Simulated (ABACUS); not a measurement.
# CdS (Greenockite) under changes of volume

One of the cells (25.121 Å³/atom); the others are scaled copies at fixed shape and fractional positions:

```xyz
4
Lattice="4.1500 0.0000 0.0000 -2.0750 3.5940 0.0000 0.0000 0.0000 6.7370" Properties=species:S:1:pos:R:3 pbc="T T T"
Cd    2.0750    1.1980    3.3685
Cd    0.0000    2.3960    0.0000
S     2.0750    1.1980    5.8949
S     0.0000    2.3960    2.5264
```

| Item | Value |
| --- | --- |
| Program | ABACUS 3.10.1 |
| Functional | PBEsol |
| Potentials or basis | PseudoDojo NC SR 0.4.1 PBEsol standard |
| Cutoff | 1401 eV |
| Density cutoff | 5606 eV |
| Basis | plane waves |
| k mesh | 7 × 7 × 4 |
| Occupations | fermi-dirac, width 0.05 eV |
| Spin | no spin polarisation |

```tsv
volume (Å³/atom)	energy over the lowest point (meV/atom)	pressure (GPa)	gap on the mesh (eV)	largest force (eV/Å)
23.614	10.50	3.1	1.19	0.078
24.116	3.01	1.6	1.15	0.074
24.618	0.00	0.3	1.10	0.069
25.121	1.00	-0.9	1.06	0.065
25.623	?	?	?	?
26.126	13.36	-3.0	0.97	0.058
26.628	23.98	-3.8	0.92	0.054
```

Q: What does the run at 25.623 Å³/atom give?

A: Energy over the lowest point 5.58 meV/atom; pressure -2.0 GPa; gap on the mesh 1.01 eV; largest force 0.062 eV/Å.

Worked out: A Birch-Murnaghan fit of order 3 (a polynomial in V^(-2/3)) to the other rows has its minimum at 24.74 Å³/atom with B0 = V·E''(V) = 61 GPa and B' = 4.6 at fixed shape and positions, which overstates the stiffness. It gives 5.58 meV/atom at 25.623 Å³/atom, against the run's 5.58, and -dE/dV = -2.0 GPa, against -2.0. A straight line through the other rows of the gap, of slope -2.25 eV per unit of ln V (its deformation potential), gives 1.01 eV, against the run's 1.01.

Energies are extrapolated to zero smearing.

Spin-orbit coupling on Cd is left out.
